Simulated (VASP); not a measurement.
Here is a VASP 6.6.1 calculation.

The input INCAR:

```
SYSTEM = Ga2O3
ALGO     = Normal         ! electronic algorithm
EDIFF    = 1E-6           ! SCF threshold, eV
EDIFFG   = -0.02          ! ionic threshold
ENCUT    = 520            ! plane-wave cutoff, eV
GGA      = PS             ! functional
IBRION   = 2              ! ionic algorithm
ISIF     = 2              ! what is computed and relaxed
ISMEAR   = -1             ! smearing method
LASPH    = .True.         ! aspherical terms in the spheres
LCHARG   = .False.        ! write CHGCAR
LREAL    = .False.        ! projectors in reciprocal space
LWAVE    = .False.        ! write WAVECAR
NELM     = 60             ! most SCF steps
NSW      = 60             ! ionic steps
PREC     = Accurate       ! precision mode
SIGMA    = 0.05           ! smearing width, eV
```

The input KPOINTS:

```
k-points
0
Gamma
  8 8 4
  0 0 0
```

POSCAR

```
Ga2O3
1.0
    6.1070000000     -1.5185500000      0.0000000000
    6.1070000000      1.5185500000      0.0000000000
   -1.3859888959      0.0000000000      5.6300087380
Ga O
4 6
Direct
    0.0905000000      0.0905000000      0.7946000000
    0.9095000000      0.9095000000      0.2054000000
    0.6586600000      0.6586600000      0.3140200000
    0.3413400000      0.3413400000      0.6859800000
    0.1645000000      0.1645000000      0.1098000000
    0.8355000000      0.8355000000      0.8902000000
    0.1733000000      0.1733000000      0.5632000000
    0.8267000000      0.8267000000      0.4368000000
    0.4959000000      0.4959000000      0.2566000000
    0.5041000000      0.5041000000      0.7434000000
```

Potentials or basis: VASP PAW PBE potentials, release 64 (Ga_d, O).

Run with:

```sh
$ cat potpaw_PBE.64/Ga_d/POTCAR potpaw_PBE.64/O/POTCAR > POTCAR
$ mpirun -np 1 vasp_std > vasp.out
```

(1) Predict the band gap on the k mesh.

(2) Predict the energy gained by relaxing.

Answers

(1) 2.31 eV, indirect (least direct gap 2.34 eV).

(2) 0.4 meV/atom.
